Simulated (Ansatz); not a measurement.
**SnO: changing the functional**

```yaml
crystal:
  lattice:
    - [3.35500, 0.00000, 0.00000]
    - [0.00000, 5.67410, 0.00000]
    - [0.00000, 0.00000, 4.22197]
  atoms:
    - { symbol: Sn, position: [0.50000, 0.76809, 0.01314] }
    - { symbol: Sn, position: [0.00000, 0.23191, 0.51314] }
    - { symbol: O, position: [0.50000, 0.10875, 0.23686] }
    - { symbol: O, position: [0.00000, 0.89125, 0.73686] }
```

The cell comes from a database or a generator and needn't be the stable form of this composition.

Kept alike: task projected density of states; k mesh 5 × 3 × 4; occupations fermi-dirac, width 0.05 eV; no spin polarisation. Program: Ansatz, Ansatz PAW. Cutoffs run from 420 to 500 eV. The mesh is that of the run's cell of 4 atoms. No spin-orbit coupling.

```csv
functional,pressure (GPa)
HSE06,-3.26
LDA,-5.42
PBE0,-3.34
PBEsol,-3.03
r2SCAN,-3.02
r2SCAN0,-5.21
```

Pressure is positive in compression, with a Pulay correction for the finite cutoff. All rows use potentials made for PBE.

Problem. What does the functional change here?

Solution. The pressure runs from -5.42 (LDA) to -3.02 GPa (r2SCAN).
